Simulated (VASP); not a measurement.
# InP (F-43m) in VASP: electric field gradients with r2SCAN

Aim: the electric field gradients of InP with r2SCAN.

All numbers are computed with VASP 6.6.1; they aren't measurements. Logs are shortened: lines on timing, memory, paths and dates and some standing lists are left out, and cuts for length are marked.

### Step 1. The cell of the first run

It takes space group F-43m (No. 216, cubic). Conventional cell: a = 5.782 Å, b = 5.782 Å, c = 5.782 Å, α = 90.00°, β = 90.00°, γ = 90.00°. Around In (site symmetry -43m) lie 4 P at 2.50 Å. P (site symmetry -43m) is surrounded by 4 In at 2.50 Å.

### Step 2. Electric field gradients, r2SCAN (volume scaled by 0.96)

The input, POSCAR:

```
InP
1.0
    0.0000000000      2.8908937935      2.8908937935
    2.8908937935      0.0000000000      2.8908937935
    2.8908937935      2.8908937935      0.0000000000
In P
1 1
Direct
    0.0000000000      0.0000000000      0.0000000000
    0.7500000000      0.7500000000      0.7500000000
```

The input, INCAR.step1:

```
ALGO = Normal
EDIFF = 1E-4
ENCUT = 520
GGA = PE
ISMEAR = -1
LASPH = True
LCHARG = False
LREAL = False
LWAVE = True
NBANDS = 16
NELM = 100
PREC = Accurate
SIGMA = 0.05
```

The input, INCAR.step2:

```
ALGO = Normal
EDIFF = 1E-8
ENCUT = 520
ISIF = 2
ISMEAR = -1
ISTART = 1
LASPH = True
LCHARG = False
LEFG = True
LMIXTAU = True
LREAL = False
LWAVE = False
METAGGA = R2SCAN
NBANDS = 16
NELM = 100
PREC = Accurate
SIGMA = 0.05
```

The input, KPOINTS:

```
k-points
0
Gamma
  12 12 12
```

Potentials or basis: VASP PAW PBE potentials, release 64 (In_d, P).

The run is started by

```sh
cat potpaw_PBE.64/In_d/POTCAR potpaw_PBE.64/P/POTCAR > POTCAR
cp INCAR.step1 INCAR
mpirun -np 1 vasp_std > vasp.out
cp INCAR.step2 INCAR
mpirun -np 1 vasp_std > vasp.out
```

OUTCAR:

```text
EDIFF = 1E-8
   ENCUT = 520
   ISIF = 2
   ISMEAR = -1
   ISTART = 1
   LASPH = True
   LREAL = False
   METAGGA = R2SCAN
   NELM = 100
   PREC = Accurate

 ion  position               nearest neighbor table
   1  0.000  0.000  0.000-   2 2.50   2 2.50   2 2.50   2 2.50
   2  0.750  0.750  0.750-   1 2.50   1 2.50   1 2.50   1 2.50

  LATTYP: Found a face centered cubic cell.
 ALAT       =     5.7817875870

  Lattice vectors:

 A1 = (   0.0000000000,   2.8908937935,   2.8908937935)
 A2 = (   2.8908937935,   0.0000000000,   2.8908937935)
 A3 = (   2.8908937935,   2.8908937935,   0.0000000000)

Analysis of symmetry for initial positions (statically):
=====================================================================
 Subroutine PRICEL returns:
 Original cell was already a primitive cell.

 Routine SETGRP: Setting up the symmetry group for a
 face centered cubic supercell.

 Subroutine GETGRP returns: Found 24 space group operations
 (whereof 24 operations were pure point group operations)
 out of a pool of 48 trial point group operations.

The static configuration has the point symmetry T_d .

Analysis of symmetry for dynamics (positions and initial velocities):
=====================================================================
 Subroutine PRICEL returns:
 Original cell was already a primitive cell.

 Routine SETGRP: Setting up the symmetry group for a
 face centered cubic supercell.

 Subroutine GETGRP returns: Found 24 space group operations
 (whereof 24 operations were pure point group operations)
 out of a pool of 48 trial point group operations.

The dynamic configuration has the point symmetry T_d .

 Subroutine INISYM returns: Found 24 space group operations
 (whereof 24 operations are pure point group operations),
 and found     1 'primitive' translations

----------------------------------------------------------------------------------------

                                     Primitive cell

  volume of cell :      48.3199

  direct lattice vectors                    reciprocal lattice vectors
     0.000000000  2.890893794  2.890893794    -0.172956890  0.172956890  0.172956890
     2.890893794  0.000000000  2.890893794     0.172956890 -0.172956890  0.172956890
     2.890893794  2.890893794  0.000000000     0.172956890  0.172956890 -0.172956890

  length of vectors
[... 117 lines left out ...]
   NGX = 15   NGY = 15   NGZ = 15

 number of electron      18.0000007 magnetization

 Free energy of the ion-electron system (eV)
  ---------------------------------------------------
  ext. energy  EPLUGINS =         0.00000000
  ---------------------------------------------------
  free energy    TOTEN  =       -32.25225161 eV

  energy without entropy =      -32.25225160  energy(sigma->0) =      -32.25225160

 E-fermi :   6.2241     XC(G=0): -10.0758

 val. band max:        5.4724540085   @ k =   0.0000   0.0000   0.0000
 cond. band min:       6.8796759362   @ k =   0.0000   0.0000   0.0000
 fundamental gap:      1.4072219278
 Fermi energy:         6.2240743747

 k-point     1 :       0.0000    0.0000    0.0000
  band No.  band energies     occupation
      1      -9.2691      2.00000
      2      -9.2691      2.00000
      3      -9.2691      2.00000
      4      -9.0659      2.00000
      5      -9.0659      2.00000
      6      -6.8260      2.00000
[... 433 lines left out ...]
      3      -9.1991      2.00000
      4      -9.0634      2.00000
      5      -9.0532      2.00000
      6      -4.6783      2.00000
[... 8 lines left out ...]
     15      15.8023      0.00000
     16      16.9948      0.00000

 [... further k-points ...]
[... 5 lines left out ...]
  --------------------------------------------------------------------------------------
  -------------------------------------------------------------------------------------
  Total        1.4902237      1.4902237      1.4902237      0.0000000      0.0000000     -0.0000000
  in kB       49.4123662     49.4123662     49.4123662      0.0000000      0.0000000     -0.0000000
  external PRESSURE =      49.4123662 kB  Pullay stress =       0.0000000 kB

 VOLUME and BASIS-vectors are now :
 -----------------------------------------------------------------------------
  energy-cutoff  :      520.00
  volume of cell :       48.32
      direct lattice vectors                 reciprocal lattice vectors
     0.000000000  2.890893794  2.890893794    -0.172956890  0.172956890  0.172956890
     2.890893794  0.000000000  2.890893794     0.172956890 -0.172956890  0.172956890
     2.890893794  2.890893794  0.000000000     0.172956890  0.172956890 -0.172956890

 POSITION                                       TOTAL-FORCE (eV/Angst)
 -----------------------------------------------------------------------------------
      0.00000      0.00000      0.00000         0.000000      0.000000      0.000000
      4.33634      4.33634      4.33634        -0.000000     -0.000000     -0.000000
 -----------------------------------------------------------------------------------
    total drift:                                0.000001      0.000001      0.000001

  FREE ENERGIE OF THE ION-ELECTRON SYSTEM (eV)
  ---------------------------------------------------
  free  energy   TOTEN  =       -32.2522516066 eV

  energy  without entropy=      -32.2522516029  energy(sigma->0) =      -32.25225160

 Electric field gradients (V/A^2)
---------------------------------------------------------------------
 ion       V_xx      V_yy      V_zz      V_xy      V_xz      V_yz
---------------------------------------------------------------------
   1      -0.000    -0.000     0.000    -0.002    -0.002    -0.002
   2      -0.000    -0.000     0.000     0.000     0.000     0.000
---------------------------------------------------------------------

 Electric field gradients after diagonalization (V/A^2)
 (convention: |V_zz| > |V_xx| > |V_yy|)
----------------------------------------------------------------------
 ion       V_xx      V_yy      V_zz     asymmetry (V_yy - V_xx)/ V_zz
----------------------------------------------------------------------
   1       0.002     0.002    -0.004       0.000
   2      -0.000    -0.000     0.000       0.000
----------------------------------------------------------------------

           NMR quadrupolar parameters

 Cq : quadrupolar parameter    Cq=e*Q*V_zz/h
 eta: asymmetry parameters     (V_yy - V_xx)/ V_zz
 Q  : nuclear electric quadrupole moment in mb (millibarn)
----------------------------------------------------------------------
 ion       Cq(MHz)       eta       Q (mb)
----------------------------------------------------------------------
   1      -0.000       0.000       1.000
   2       0.000       0.000       1.000
----------------------------------------------------------------------
```

OUTCAR.step1:

```text
EDIFF = 1E-4
   ENCUT = 520
   GGA = PE
   ISMEAR = -1
   LASPH = True
[... 677 lines left out ...]
      0.00000      0.00000      0.00000        -0.000000     -0.000000     -0.000000
      4.33634      4.33634      4.33634         0.000000      0.000000      0.000000
 -----------------------------------------------------------------------------------
    total drift:                                0.000000      0.000000      0.000000

  FREE ENERGIE OF THE ION-ELECTRON SYSTEM (eV)
  ---------------------------------------------------
  free  energy   TOTEN  =        -8.3208386065 eV

  energy  without entropy=       -8.3208383157  energy(sigma->0) =       -8.32083846
```

It took 2.1 min on 1 thread of Intel Xeon 6975P-C (Granite Rapids), shared host; peak memory 0.2 GiB.

What came out:

| Quantity | Value |
| --- | --- |
| Free energy | -32.2523 eV |
| Pressure | 4.9 GPa |
| Band gap on the k mesh | 1.41 eV, direct |

Levels at points of the mesh, in eV from the valence-band top:
```csv
k point,band 7,band 8,band 9,band 10,band 11,band 12
"(0.00, 0.00, 0.00)",0.00,0.00,0.00,1.41,4.44,4.44
"(0.50, 0.00, 0.00)",-6.12,-1.07,-1.07,1.97,5.16,5.16
"(0.50, 0.50, 0.00)",-6.07,-2.56,-2.56,1.94,2.54,10.18
```

Electric field gradients, principal values (V/Å²):
```csv
atom,Vxx,Vyy,Vzz
1 In,0.002,0.002,-0.004
2 P,0.000,0.000,0.000
```

Caveat: the PAW data sets were made with another functional, which shifts forces and pressure a little; spin-orbit coupling is left out, which moves the levels of the heavy elements.
